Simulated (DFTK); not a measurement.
The system is Rh.

```
Rh
1.0
     0.00000    1.89785    1.89785
     1.89785    0.00000    1.89785
     1.89785    1.89785    0.00000
Rh
1
Direct
  0.00000 0.00000 0.00000
```

Base run:

| Quantity | Value |
| --- | --- |
| Program | DFTK 0.8.2 |
| Functional | PBE |
| Potentials or basis | dojo.nc.sr.pbe.v0_4_1.standard.upf (PBE) |
| Cutoff | 1197 eV |
| k mesh | 12 × 12 × 12 |
| Occupations | fermi-dirac, width 0.05 eV |
| Spin | no spin polarisation |

Its results: band gap on the k mesh none (metal or under the smearing width); pressure 7.5 GPa.

The run is repeated on the same cell with these changes: functional from PBE to PBEsol; potentials or basis from dojo.nc.sr.pbe.v0_4_1.standard.upf (PBE) to SG15 1.2 (PBE); cutoff from 1197 eV to 952 eV. What comes out?

Band gap on the k mesh none (metal or under the smearing width); pressure -4.2 GPa.

Caveats: the potentials were made for another functional, which shifts forces and pressure (some runs).

Not every run made on this cell is shown here.
